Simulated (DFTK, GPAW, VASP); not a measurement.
# One calculation of Au, 3 ways

```
Au
1.0
     0.00000    2.03500    2.03500
     2.03500    0.00000    2.03500
     2.03500    2.03500    0.00000
Au
1
Direct
  0.00000 0.00000 0.00000
```

Alike in all runs: task band structure; functional r2SCAN; k mesh 11 × 11 × 11; occupations fermi-dirac, width 0.05 eV; no spin polarisation; no spin-orbit coupling. Pressure is positive in compression and, in plane waves, holds the error of the finite cutoff.

```csv
program and potentials,plane-wave cutoff (eV),notes,pressure (GPa)
"DFTK, SG15 1.2 (PBE)",1225,potentials made for PBE; 19 valence electrons an atom on average,6.33
"VASP, PBE PAW files Au, 520 eV",520,potentials made for PBE; 11 valence electrons an atom on average,7.20
"GPAW, GPAW PAW data sets (gpaw-data 1.2.1)",600,potentials made for PBE; 11 valence electrons an atom on average; this data set often lies off other programs,10.09
```

The pressure spans 6.33 (DFTK, SG15 1.2 (PBE)) to 10.09 GPa (GPAW, GPAW PAW data sets (gpaw-data 1.2.1)).

The functional is the same throughout but for its coding, so the spread measures potentials, basis and numerics; runs on potential files found faulty are left out.
